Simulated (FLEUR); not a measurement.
Input of a FLEUR MaX-R8.1 (later development tree) run:

The input inp.xml:

```xml
<?xml version="1.0" encoding="UTF-8" standalone="no"?>
<fleurInput fleurInputVersion="0.39">
   <comment>
      CsPbBr3                                                                                             
   </comment>
   <calculationSetup>
      <cutoffs Kmax="4.15" Gmax="12.9" GmaxXC="12.9" numbands="0"/>
      <scfLoop itmax="60" minDistance="0.00001" maxIterBroyd="15" imix="Anderson" alpha="0.05" precondParam="0.0" spinf="2.0" sdNocoIR="T"/>
      <coreElectrons ctail="T" frcor="F" kcrel="0" coretail_lmax="0"/>
      <xcFunctional name="PBEs" relativisticCorrections="F"/>
      <magnetism jspins="1"/>
      <soc l_soc="F" theta="0.0" phi="0.0" spav="F"/>
      <expertModes spex="0" secvar="F"/>
      <geometryOptimization l_f="F" forcealpha="1.0" forcemix="BFGS" epsdisp="0.00001" epsforce="0.00001"/>
      <ldaU l_linMix="F" mixParam="0.05" spinf="1.0"/>
   </calculationSetup>
   <cell>
      <bzIntegration valenceElectrons="90.0" mode="hist" fermiSmearingEnergy="0.00183747">
         <kPointListSelection listName="default-1"/>
         <!-- k-points included here -->
         <xi:include xmlns:xi="http://www.w3.org/2001/XInclude" href="kpts.xml"> </xi:include>
      </bzIntegration>
      <!-- symmetry operations included here -->
      <xi:include xmlns:xi="http://www.w3.org/2001/XInclude" href="sym.xml"> </xi:include>
      <bulkLattice scale="1.0">
         <bravaisMatrix>
            <row-1>   11.0926923514020004     0.0000000000000000     0.0000000000000000</row-1>
            <row-2>    0.0000000000000000    11.0926923514020004     0.0000000000000000</row-2>
            <row-3>    0.0000000000000000     0.0000000000000000    11.0926923514020004</row-3>
         </bravaisMatrix>
      </bulkLattice>
   </cell>
   <atomSpecies>
      <species name="Lead (Pb)" element="Pb" atomicNumber="82">
         <mtSphere radius="2.66" gridPoints="879" logIncrement="0.015"/>
         <atomicCutoffs lmax="10" lnonsphr="10"/>
         <electronConfig flipSpins="F">
            <coreConfig>(1s1/2) (2s1/2) (2p1/2) (2p3/2) (3s1/2) (3p1/2) (3p3/2) (4s1/2) (3d3/2) (3d5/2) (4p1/2) (4p3/2) (4d3/2) (4d5/2) (4f5/2) (4f7/2) (5s1/2)</coreConfig>
[... 28 lines left out ...]
         <mtSphere radius="2.36" gridPoints="781" logIncrement="0.016"/>
         <atomicCutoffs lmax="9" lnonsphr="9"/>
         <electronConfig flipSpins="F">
            <coreConfig>(1s1/2) (2s1/2) (2p1/2) (2p3/2) (3s1/2) (3p1/2) (3p3/2)</coreConfig>
            <valenceConfig>(3d3/2) (3d5/2) (4s1/2) (4p1/2) (4p3/2)</valenceConfig>
            <stateOccupation state="(4p1/2)" spinUp="0.833333" spinDown="0.833333"/>
            <stateOccupation state="(4p3/2)" spinUp="1.666667" spinDown="1.666667"/>
         </electronConfig>
         <energyParameters s="4" p="4" d="4" f="4"/>
         <lo type="SCLO" l="2" n="3" eDeriv="0"/>
         <lo type="SCLO" l="2" n="3" eDeriv="1"/>
         <lo type="SCLO" l="0" n="4" eDeriv="2"/>
         <lo type="SCLO" l="1" n="4" eDeriv="2"/>
         <lo type="SCLO" l="3" n="4" eDeriv="2"/>
      </species>
   </atomSpecies>
   <atomGroups>
      <atomGroup species="Lead (Pb)">
         <relPos label="                   1">1.000/2.000 1.000/2.000 1.000/2.000</relPos>
         <force calculate="T" relaxXYZ="TTT"/>
      </atomGroup>
      <atomGroup species="Cesium (Cs)">
         <relPos label="                   2">.0000000000 .0000000000 .0000000000</relPos>
         <force calculate="T" relaxXYZ="TTT"/>
      </atomGroup>
      <atomGroup species="Bromine (Br)">
         <relPos label="                   3">1.000/2.000 1.000/2.000 .0000000000</relPos>
         <relPos label="                   4">1.000/2.000 .0000000000 1.000/2.000</relPos>
         <relPos label="                   5">.0000000000 1.000/2.000 1.000/2.000</relPos>
         <force calculate="T" relaxXYZ="TTT"/>
      </atomGroup>
   </atomGroups>
   <output dos="F" band="F" slice="F">
      <checks vchk="F" cdinf="F"/>
      <bandDOS minEnergy="-.5*Htr" maxEnergy="0.5*Htr" sigma="0.015" storeEVData="T"/>
      <vacuumDOS vacdos="F" integ="F" star="F" nstars="0" locx1="0.0" locy1="0.0" locx2="0.0" locy2="0.0" nstm="0" tworkf="0.0"/>
      <unfoldingBand unfoldBand="F" supercellX="1" supercellY="1" supercellZ="1"/>
      <plotting iplot="0" polar="F">
         <plot TwoD="T" vec1="  1.0  0.0  0.0" vec2="  0.0  1.0  0.0" vec3="  0.0  0.0  1.0" zero="  0.0  0.0  0.0" file="plot"/>
      </plotting>
      <chargeDensitySlicing numkpt="0" minEigenval="0.0" maxEigenval="0.0" nnne="0" pallst="F"/>
      <specialOutput eonly="F"/>
      <moessbauerParams electricFieldGradient="T" isomerShift="T" coreHyperfine="T" valenceHyperfine="T"/>
      <magneticCircularDichroism mcd="F" energyLo="-10.0" energyUp="0.0"/>
   </output>
  <!-- We include the file relax.xml here to enable relaxations (see documentation) -->
  <xi:include xmlns:xi="http://www.w3.org/2001/XInclude" href="relax.xml"> <xi:fallback/> </xi:include>
</fleurInput>
```

File crystal.txt:

```
CsPbBr3
&input cartesian=F /
5.8700000000  0.0000000000  0.0000000000
0.0000000000  5.8700000000  0.0000000000
0.0000000000  0.0000000000  5.8700000000
1.8897261246
1.0 1.0 1.0

5
82 0.5000000000  0.5000000000  0.5000000000
55 0.0000000000  0.0000000000  0.0000000000
35 0.5000000000  0.5000000000  0.0000000000
35 0.5000000000  0.0000000000  0.5000000000
35 0.0000000000  0.5000000000  0.5000000000

&kpt div1=5 div2=5 div3=5 gamma=T /
```

File inp.xml (bands):

```
<?xml version="1.0" encoding="UTF-8" standalone="no"?>
<fleurInput fleurInputVersion="0.39">
   <comment>
      CsPbBr3                                                                                             
   </comment>
   <calculationSetup>
      <cutoffs Kmax="4.15" Gmax="12.9" GmaxXC="12.9" numbands="0"/>
      <scfLoop itmax="60" minDistance="0.00001" maxIterBroyd="15" imix="Anderson" alpha="0.05" precondParam="0.0" spinf="2.0" sdNocoIR="T"/>
      <coreElectrons ctail="T" frcor="F" kcrel="0" coretail_lmax="0"/>
      <xcFunctional name="PBEs" relativisticCorrections="F"/>
      <magnetism jspins="1"/>
      <soc l_soc="F" theta="0.0" phi="0.0" spav="F"/>
      <expertModes spex="0" secvar="F"/>
      <geometryOptimization l_f="F" forcealpha="1.0" forcemix="BFGS" epsdisp="0.00001" epsforce="0.00001"/>
      <ldaU l_linMix="F" mixParam="0.05" spinf="1.0"/>
   </calculationSetup>
   <cell>
      <bzIntegration valenceElectrons="90.0" mode="hist" fermiSmearingEnergy="0.00183747">
         <kPointListSelection listName="path-1"/>
         <!-- k-points included here -->
         <xi:include xmlns:xi="http://www.w3.org/2001/XInclude" href="kpts.xml"> </xi:include>
      </bzIntegration>
      <!-- symmetry operations included here -->
      <xi:include xmlns:xi="http://www.w3.org/2001/XInclude" href="sym.xml"> </xi:include>
      <bulkLattice scale="1.0">
         <bravaisMatrix>
            <row-1>   11.0926923514020004     0.0000000000000000     0.0000000000000000</row-1>
            <row-2>    0.0000000000000000    11.0926923514020004     0.0000000000000000</row-2>
            <row-3>    0.0000000000000000     0.0000000000000000    11.0926923514020004</row-3>
         </bravaisMatrix>
      </bulkLattice>
   </cell>
   <atomSpecies>
      <species name="Lead (Pb)" element="Pb" atomicNumber="82">
         <mtSphere radius="2.66" gridPoints="879" logIncrement="0.015"/>
         <atomicCutoffs lmax="10" lnonsphr="10"/>
         <electronConfig flipSpins="F">
            <coreConfig>(1s1/2) (2s1/2) (2p1/2) (2p3/2) (3s1/2) (3p1/2) (3p3/2) (4s1/2) (3d3/2) (3d5/2) (4p1/2) (4p3/2) (4d3/2) (4d5/2) (4f5/2) (4f7/2) (5s1/2)</coreConfig>
[... 26 lines left out ...]
      </species>
      <species name="Bromine (Br)" element="Br" atomicNumber="35">
         <mtSphere radius="2.36" gridPoints="781" logIncrement="0.016"/>
         <atomicCutoffs lmax="9" lnonsphr="9"/>
         <electronConfig flipSpins="F">
            <coreConfig>(1s1/2) (2s1/2) (2p1/2) (2p3/2) (3s1/2) (3p1/2) (3p3/2)</coreConfig>
            <valenceConfig>(3d3/2) (3d5/2) (4s1/2) (4p1/2) (4p3/2)</valenceConfig>
            <stateOccupation state="(4p1/2)" spinUp="0.833333" spinDown="0.833333"/>
            <stateOccupation state="(4p3/2)" spinUp="1.666667" spinDown="1.666667"/>
         </electronConfig>
         <energyParameters s="4" p="4" d="4" f="4"/>
         <lo type="SCLO" l="2" n="3" eDeriv="0"/>
         <lo type="SCLO" l="2" n="3" eDeriv="1"/>
         <lo type="SCLO" l="0" n="4" eDeriv="2"/>
         <lo type="SCLO" l="1" n="4" eDeriv="2"/>
         <lo type="SCLO" l="3" n="4" eDeriv="2"/>
      </species>
   </atomSpecies>
   <atomGroups>
      <atomGroup species="Lead (Pb)">
         <relPos label="                   1">1.000/2.000 1.000/2.000 1.000/2.000</relPos>
         <force calculate="T" relaxXYZ="TTT"/>
      </atomGroup>
      <atomGroup species="Cesium (Cs)">
         <relPos label="                   2">.0000000000 .0000000000 .0000000000</relPos>
         <force calculate="T" relaxXYZ="TTT"/>
      </atomGroup>
      <atomGroup species="Bromine (Br)">
         <relPos label="                   3">1.000/2.000 1.000/2.000 .0000000000</relPos>
         <relPos label="                   4">1.000/2.000 .0000000000 1.000/2.000</relPos>
         <relPos label="                   5">.0000000000 1.000/2.000 1.000/2.000</relPos>
         <force calculate="T" relaxXYZ="TTT"/>
      </atomGroup>
   </atomGroups>
   <output dos="F" band="T" slice="F">
      <checks vchk="F" cdinf="F"/>
      <bandDOS minEnergy="-.5*Htr" maxEnergy="0.5*Htr" sigma="0.015" storeEVData="T"/>
      <vacuumDOS vacdos="F" integ="F" star="F" nstars="0" locx1="0.0" locy1="0.0" locx2="0.0" locy2="0.0" nstm="0" tworkf="0.0"/>
      <unfoldingBand unfoldBand="F" supercellX="1" supercellY="1" supercellZ="1"/>
      <plotting iplot="0" polar="F">
         <plot TwoD="T" vec1="  1.0  0.0  0.0" vec2="  0.0  1.0  0.0" vec3="  0.0  0.0  1.0" zero="  0.0  0.0  0.0" file="plot"/>
      </plotting>
      <chargeDensitySlicing numkpt="0" minEigenval="0.0" maxEigenval="0.0" nnne="0" pallst="F"/>
      <specialOutput eonly="F"/>
      <moessbauerParams electricFieldGradient="T" isomerShift="T" coreHyperfine="T" valenceHyperfine="T"/>
      <magneticCircularDichroism mcd="F" energyLo="-10.0" energyUp="0.0"/>
   </output>
  <!-- We include the file relax.xml here to enable relaxations (see documentation) -->
  <xi:include xmlns:xi="http://www.w3.org/2001/XInclude" href="relax.xml"> <xi:fallback/> </xi:include>
</fleurInput>
```

Potentials or basis: all-electron, FLAPW.

Run with:

```sh
$ inpgen -f crystal.txt -profile fastHighL
$ # inp.xml edited to the form shown
$ mpirun -n 4 fleur_MPI -pe_per_kpt 1
$ mpirun -n 4 fleur_MPI -pe_per_kpt 1   # second run, on inp.xml (bands)
```

Problem. Estimate the band gap along the path.

Solution. 1.44 eV, direct.

Core levels (eV from the Fermi level):
```
atom                                                                                                                                                                                                                                                     levels
1 Pb  1s1/2 -87947.9, 2s1/2 -15713.2, 2p1/2 -15089.1, 2p3/2 -12900.2, 3s1/2 -3767.7, 3p1/2 -3486.3, 3p3/2 -2998.0, 4s1/2 -848.9, 3d3/2 -2535.8, 3d5/2 -2431.9, 4p1/2 -727.2, 4p3/2 -607.6, 4d3/2 -409.5, 4d5/2 -387.1, 4f5/2 -130.6, 4f7/2 -125.5, 5s1/2 -138.8
2 Cs                                                                              1s1/2 -35749.3, 2s1/2 -5601.1, 2p1/2 -5269.5, 2p3/2 -4917.5, 3s1/2 -1159.6, 3p1/2 -1021.1, 3p3/2 -953.7, 4s1/2 -213.9, 3d3/2 -710.1, 3d5/2 -695.8, 4p1/2 -164.2, 4p3/2 -150.4
3 Br                                                                                                                                                      1s1/2 -13296.5, 2s1/2 -1724.1, 2p1/2 -1552.3, 2p3/2 -1504.8, 3s1/2 -230.6, 3p1/2 -170.9, 3p3/2 -164.0
4 Br                                                                                                                                                      1s1/2 -13296.5, 2s1/2 -1724.1, 2p1/2 -1552.3, 2p3/2 -1504.8, 3s1/2 -230.6, 3p1/2 -170.9, 3p3/2 -164.0
5 Br                                                                                                                                                      1s1/2 -13296.5, 2s1/2 -1724.1, 2p1/2 -1552.3, 2p3/2 -1504.8, 3s1/2 -230.6, 3p1/2 -170.9, 3p3/2 -164.0
```

Caveat: spin-orbit coupling is left out, which moves the levels of the heavy elements.
